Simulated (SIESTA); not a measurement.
**As in SIESTA: the effect of dispersion**

Crystal: As.

```
CELL_PARAMETERS angstrom
1.88080 1.08588 3.51406
-1.88080 1.08588 3.51406
0.00000 -2.17176 3.51406
ATOMIC_POSITIONS crystal
As 0.22600 0.22600 0.22600
As 0.77400 0.77400 0.77400
```

Alike in all runs:

```yaml
Program: SIESTA 5.4.2
Task: single point
Functional: PBE
Potentials_or_basis: PseudoDojo 0.4 standard (PBE files)
Basis: DZP (energy shift 0.003 Ry; two zetas on semicore shells)
Grid_cutoff: 500 Ry
Energy_shift: 0.003 Ry
k_mesh: 9 × 9 × 9
Occupations: fermi-dirac, width 0.05 eV
Spin: no spin polarisation
```

| dispersion | largest force (eV/Å) |
| --- | --- |
| none | 0.88 |
| D3 | ? |
| D3(BJ) | 0.88 |
| D4 | 0.87 |

Problem. What does the run with dispersion D3 give?

Solution. Largest force 0.85 eV/Å.
